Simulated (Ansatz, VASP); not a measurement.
# AlN in VASP and in Ansatz

INCAR

```
SYSTEM = AlN
ALGO = Normal ; EDIFF = 1E-7
ENCUT = 520 ; GGA = PE
ISIF = 2 ; ISMEAR = 0
LASPH = .TRUE. ; LCHARG = .FALSE.
LREAL = .FALSE. ; LWAVE = .FALSE.
NBANDS = 16 ; NELM = 100
PREC = Accurate ; SIGMA = 0.05
```

The input KPOINTS:

```
k-points
0
G
  9 9 6
  0 0 0
```

Contents of POSCAR:

```
AlN
1.0
    3.1478000000      0.0000000000      0.0000000000
   -1.5739000000      2.7260747660      0.0000000000
    0.0000000000      0.0000000000      3.6851000000
Al N
2 2
Direct
    0.3333333333      0.6666666667      0.7500000000
    0.6666666667      0.3333333333      0.2500000000
    0.3333333333      0.6666666667      0.2500000000
    0.6666666667      0.3333333333      0.7500000000
```

Input for Ansatz:

```yaml
crystal:
  lattice:
    - [3.1478, 0.0, 0.0]
    - [-1.5739, 2.726074766, 0.0]
    - [0.0, 0.0, 3.6851]
  atoms:
    - { symbol: Al, position: [0.3333333333, 0.6666666667, 0.75] }
    - { symbol: Al, position: [0.6666666667, 0.3333333333, 0.25] }
    - { symbol: "N", position: [0.3333333333, 0.6666666667, 0.25] }
    - { symbol: "N", position: [0.6666666667, 0.3333333333, 0.75] }
basis:
  ecutwfc: 520.0
kpoints:
  mp_grid: { grid: [9, 9, 6] }
hamiltonian:
  xc: pbe
  pseudopotentials: { kind: paw, azcp: { folder: soft_1 } }
scf:
  occupations: { method: gaussian, width: 0.05 }
output:
  forces: true
  stress: true
  eigenvalues: true
```

Alike in both runs: task single point; functional PBE; k mesh 9 × 9 × 6; occupations gaussian, width 0.05 eV; no spin polarisation.

```csv
,VASP,Ansatz
version,VASP 6.6.1,Ansatz 0.2.0
potentials or method,"VASP PAW PBE potentials, release 64 (Al, N)","scalar-relativistic, plane waves, PAW"
plane-wave cutoff (eV),520,520
valence electrons in the cell,16,16
```

Ansatz gave:

| Quantity | Value |
| --- | --- |
| gap on the k mesh at the Fermi level (eV) | 4.71 |
| least direct gap on the mesh (eV) | 4.89 |

Q: Estimate VASP's values.

A: gap on the k mesh at the Fermi level (eV): 4.69; least direct gap on the mesh (eV): 4.90.

Caveats: an odd mesh through Γ misses points on the zone boundary, where band edges often lie.
